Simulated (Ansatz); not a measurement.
Computed with Ansatz on PBE0-D4/def2-TZVP structures; ΔE is electronic, products minus reactants. CCSD(T)/CBS is the MP2 limit (def2-TZVPP, def2-QZVPP) plus CCSD(T) − MP2 in def2-TZVPP, frozen cores. Functionals use def2-TZVPP. B3LYP here is the variant with VWN-RPA as its local correlation; programs differ in this. One conformer a species, not always the lowest.

`CC1=CCC=C1` + `O[SiH2][SiH](O)F` → `CO[SiH2][SiH](O)F` + cyclopentadiene  (substitution at a C–C bond)

`CC1=CCC=C1`:

Cartesian coordinates in Å:
```
C -1.905 0.829 -0.173
C -0.544 0.240 -0.063
C 0.378 0.101 -1.031
C 1.603 -0.543 -0.474
C 1.254 -0.757 0.961
C 0.013 -0.300 1.181
H -2.113 1.163 -1.190
H -2.018 1.687 0.497
H -2.673 0.103 0.111
H 0.268 0.404 -2.064
H 2.493 0.090 -0.587
H 1.842 -1.488 -0.981
H 1.916 -1.211 1.686
H -0.516 -0.318 2.127
```

`O[SiH2][SiH](O)F`:

```xyz
10

O    -0.073    0.560    1.681
Si    1.019    0.292    0.456
Si   -0.449   -0.430   -1.233
O    -1.821   -0.874   -0.463
F    -0.724    0.788   -2.236
H     0.247    0.904    2.517
H     2.017   -0.748    0.843
H     1.778    1.531    0.126
H    -0.025   -1.567   -2.080
H    -1.969   -0.457    0.391
```

`CO[SiH2][SiH](O)F`:

Z-matrix (Å, degrees):
```
C
O 1 1.409
H 1 1.096 2 111.4
H 1 1.096 2 111.4 3 -121.4
H 1 1.091 2 108.3 3 119.3
Si 2 1.646 1 122.6 3 60.5
Si 6 2.342 2 105.9 1 -179.1
H 6 1.493 2 111.0 1 -57.9
H 6 1.493 2 110.7 1 60.9
O 7 1.638 6 105.7 2 -177.1
F 7 1.603 6 110.0 2 64.1
H 7 1.488 6 115.3 2 -54.4
H 10 0.959 7 119.1 6 170.2
```

`C1=CCC=C1`:

```xyz
11

C     1.032   -0.770    0.184
C     0.450    0.022    1.098
C    -0.701    0.732    0.466
C    -0.690    0.228   -0.938
C     0.321   -0.642   -1.085
H     1.891   -1.408    0.346
H     0.746    0.145    2.131
H    -0.586    1.823    0.513
H    -1.649    0.510    0.975
H    -1.397    0.533   -1.698
H     0.581   -1.172   -1.992
```

```tsv
level	ΔE (kJ/mol)
PBE-D4	71.2
B3LYP-D4	64.8
ωB97M-V	69.3
B3LYP	61.5
HF/def2-TZVPP	54.4
SCS-MP2/def2-TZVPP	68.8
MP2/def2-QZVPP	76.5
MP2/CBS(def2)	77.5
```

Problem. What does CCSD(T)/CBS give? (Estimate.)

Solution. The calculation gave: +70.5 kJ/mol. The listed levels differ from it by 0.7, -5.7, -1.2, -9.0, -16.1, -1.7, 6.0, 7.0 kJ/mol.

Largest T1 diagnostic among the species: 0.012.

In def2-TZVPP, CCSD(T) changes the Hartree–Fock value by +14.3 kJ/mol (the triples alone add +1.6 kJ/mol) and MP2 by +21.3 kJ/mol. The D4 term adds +3.3 kJ/mol with B3LYP and +1.8 kJ/mol with PBE0; it sums over pairs of atoms, weighted by their polarisabilities, and B3LYP, whose exchange is more repulsive, gets the larger term.

CCSD(T)/CBS has its own doubt, a few kJ/mol and more with outer-core shells, so smaller differences from it don't rank the levels.
